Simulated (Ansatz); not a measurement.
# BaZrO3: sound and stiffness along [100], [110] and [111]

All numbers below come from DFT PBEsol, scalar-relativistic, plane waves, PAW (Ansatz). Cutoff 420 eV, 6×6×6 k-points (Γ-centred), fixed occupations. No spin polarisation.

The cell, relaxed at this level:
```xyz
5
Lattice="4.1806 0.0000 0.0000 0.0000 4.1806 0.0000 0.0000 0.0000 4.1806" Properties=species:S:1:pos:R:3 pbc="T T T"
Ba    0.0000    0.0000    0.0000
Zr    2.0903    2.0903    2.0903
O     0.0000    2.0903    2.0903
O     2.0903    0.0000    2.0903
O     2.0903    2.0903    0.0000
```

With ions relaxed, on the cubic axes: C11 = 323.6, C12 = 82.7, C44 = 85.2 GPa. The density is 6.285 g/cm³.

Question: Is the crystal stable against strain, and how anisotropic is it?

Answer: Born's conditions hold: C11 + 2C12 = 488.9, C11 − C12 = 240.9 and C44 = 85.2 GPa are all positive. B = (C11 + 2C12)/3 = 163.0 GPa. The two shear moduli are C44 and C′ = (C11 − C12)/2 = 120.4 GPa, so Zener's ratio is A = C44/C′ = 0.71: the shear C44 is the soft one, as in NaCl, KCl, the halide perovskites and the bcc metals V, Nb, Cr and Mo. The Cauchy pressure C12 − C44 is -2.5 GPa; it would vanish for pair forces between atoms on inversion centres at zero pressure, and here it is small.

Question: Give the sound speeds along the three symmetry directions.

Answer: The Christoffel equation gives ρv² for each branch:
| direction | branch | ρv² | GPa | v (m/s) |
| --- | --- | --- | --- | --- |
| [100] | L | C11 | 323.6 | 7175 |
| [100] | T (×2) | C44 | 85.2 | 3682 |
| [110] | L | (C11 + C12 + 2C44)/2 | 288.3 | 6773 |
| [110] | T, u ∥ [001] | C44 | 85.2 | 3682 |
| [110] | T, u ∥ [1-10] | (C11 − C12)/2 | 120.4 | 4378 |
| [111] | L | (C11 + 2C12 + 4C44)/3 | 276.6 | 6634 |
| [111] | T (×2) | (C11 − C12 + C44)/3 | 108.7 | 4159 |

Question: How does Young's modulus depend on direction?

Answer: Inverting gives S11 = 3.449, S12 = -0.702, S44 = 11.737 TPa⁻¹. Along a unit vector (l, m, n), 1/E = S11 − 2(S11 − S12 − S44/2)(l²m² + m²n² + n²l²), where the last bracket is 0, 1/4 and 1/3 for [100], [110] and [111]: E = 290, 232 and 218 GPa. With A < 1 the cube edge is stiffest. For a film on (001), the biaxial modulus is C11 + C12 − 2C12²/C11 = 364 GPa and the normal strain is −2C12/C11 = -0.51 times the in-plane one.

Symmetry holds off the tilts and polar distortions that many cubic perovskites undergo.

Cost: 2 runs of about 1.2 core-minutes in all, on AMD EPYC 9R45 (Zen 5) (shared hosts).